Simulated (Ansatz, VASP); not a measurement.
## One calculation of BN, two programs

```
B N
1.0
     2.44706    0.00000    0.00000
    -1.22353    2.11921    0.00000
     0.00000    0.00000    4.05145
B N
2 2
Cartesian
  1.2235 0.7064 4.0488
  0.0000 1.4128 2.0231
  1.2235 0.7064 2.5348
  0.0000 1.4128 0.5091
```

Alike in both runs: functional PBE; k mesh 12 × 12 × 6; occupations gaussian, width 0.02 eV; no spin polarisation.

Ansatz relaxed the structure, and its values are those at the end. VASP's run is a single point on that final structure, the one shown.

|  | VASP | Ansatz |
| --- | --- | --- |
| version | VASP 6.6.1 | Ansatz 0.2.0 |
| potentials or method | VASP PAW PBE potentials, release 64 (B, N) | scalar-relativistic, plane waves, PAW |
| plane-wave cutoff (eV) | 520 | 420 |
| valence electrons in the cell | 16 | 16 |

Ansatz gave:

| Property | Result |
| --- | --- |
| gap on the k mesh at the Fermi level (eV) | 4.93 |
| least direct gap on the mesh (eV) | 8.82 |

Q: What did VASP give for the same quantities?

A: gap on the k mesh at the Fermi level (eV): 4.90; least direct gap on the mesh (eV): 8.81.

 A k mesh can miss the band edges. A hybrid or GW would open this gap; PBE tends to underestimate it.
